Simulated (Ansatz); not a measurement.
**AgBr: the band gap up the ladder of functionals**

An exercise on one series of results from a longer session: the logs are not shown, and one member is left open.

The COD entry's cell or inner coordinates are ideal or old and differ from later refinements, so a difference from it is no clean test against experiment.

Code: Ansatz 0.2.0. PAW datasets, plane waves. Spin-unpolarised throughout; all numbers are computed.

**The system as given**

The cell was relaxed beforehand with r2SCAN.

Space group Fm-3m (No. 225), cubic; a = 5.786 Å in the conventional setting, 24.21 Å³ an atom. Ag has 6 Br at 2.89 Å; Br has 6 Ag at 2.89 Å.

The structure in full:

Space group Fm-3m (No. 225). a = 5.786 Å, b = 5.786 Å, c = 5.786 Å, α = 90.00°, β = 90.00°, γ = 90.00°
| atom | site | symmetry | x | y | z |
| --- | --- | --- | --- | --- | --- |
| Ag | 4a | m-3m | 0.0000 | 0.0000 | 0.0000 |
| Br | 4b | m-3m | 0.5000 | 0.0000 | 0.0000 |

Set-up of the first run:

input.yaml

```yaml
crystal:
  lattice:
    - [0.0, 2.892762287, 2.892762287]
    - [2.892762287, 0.0, 2.892762287]
    - [2.892762287, 2.892762287, 0.0]
  atoms:
    - { symbol: Ag, position: [0.0, 0.0, 0.0] }
    - { symbol: Br, position: [0.5, 0.5, 0.5] }
kpoints:
  mp_grid: { grid: [8, 8, 8] }
  band_path:
    path:
      - [[0.0, 0.0, 0.0], [0.5, -3.96153737048e-35, 0.5], [0.625, 0.25, 0.625]]
      - [[0.375, 0.375, 0.75], [0.0, 0.0, 0.0], [0.5, 0.5, 0.5], [0.5, 0.25, 0.75], [0.5, -3.96153737048e-35, 0.5]]
    npoints: 10
hamiltonian:
  xc: pbe
scf:
  occupations: { method: fermi_dirac, width: 0.02 }
  n_extra_bands: 4
output:
  forces: true
  stress: true
  eigenvalues: true
```

The run is started by

```console
$ ansatz run input.yaml --threads 2 --pin off --max-ram 4608MiB --backend cpu --events-out ev --progress --plain --runs-dir out
```

Steps of the session up to this table: PBE bands along the symmetry lines; r2SCAN; Single point with HSE06; PBE+SOC at the same geometry; Single point with PBE0; Single point with LDA; DDH-PBE0; Single point with HSE06+SOC; Hartree-Fock; LC-ωPBE at the same geometry.

One of the session's tables, all rows but one given; the rest of the session is left out.

| level | gap (eV) |
| --- | --- |
| PBE | 0.68 |
| r2SCAN | 1.29 |
| HSE06 | 2.03 |
| PBE+SOC | ? |
| PBE0 | 2.69 |
| LDA | 0.38 |
| DDH-PBE0 | 1.99 |
| HSE06+SOC | 1.93 |
| Hartree-Fock | 9.52 |
| LC-ωPBE | 6.89 |

Estimate the missing values for PBE+SOC.

As computed: gap (eV): 0.59. In the column «gap (eV)» it lies between LDA (0.38) and PBE (0.68).

Meshes: PBE 8×8×8, r2SCAN 8×8×8, HSE06 6×6×6, PBE+SOC 8×8×8, PBE0 6×6×6, LDA 8×8×8, DDH-PBE0 6×6×6, HSE06+SOC 4×4×4, Hartree-Fock 6×6×6, LC-ωPBE 6×6×6.

Against HSE06, PBE is short by 1.35 eV, at 33 % of it, and r2SCAN 64 %. PBE0 lies 0.66 eV above HSE06, which differs from it by screening the long-range exchange.

Caveats from the session: Warnings in the runs' records: stress scf threshold loose, stress exchange threshold loose.
